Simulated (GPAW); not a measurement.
TiO2:

```xyz
6
Lattice="4.5998 0.0000 0.0000 0.0000 4.5998 0.0000 0.0000 0.0000 2.9592" Properties=species:S:1:pos:R:3 pbc="T T T"
Ti    0.0000    0.0000    1.4796
Ti    2.2999    2.2999    0.0000
O     1.3998    1.3998    1.4796
O     3.2000    3.2000    1.4796
O     0.9001    3.6997    0.0000
O     3.6997    0.9001    0.0000
```

The cell is a database's computed one.

Base run:

- Program: GPAW 26.7.0
- Functional: AM05
- Potentials or basis: PAW data sets generated in the run's folder for this functional
- Cutoff: 800 eV
- Basis: pw
- k mesh: 4 × 4 × 6
- Occupations: fermi-dirac, width 0.05 eV
- Spin: no spin polarisation

Its results: band gap on the k mesh 1.83 eV, direct; pressure -1.0 GPa; largest force 0.058 eV/Å.

The run is repeated on the same cell with these changes: functional from AM05 to M06-L; potentials or basis from PAW data sets generated in the run's folder for this functional to GPAW PAW data sets (gpaw-data 1.2.1). What comes out?

Band gap on the k mesh 2.14 eV, direct; pressure 1.1 GPa; largest force 0.023 eV/Å.

Caveats: the PAW data sets were made with another functional, which shifts forces and pressure a little (some runs).
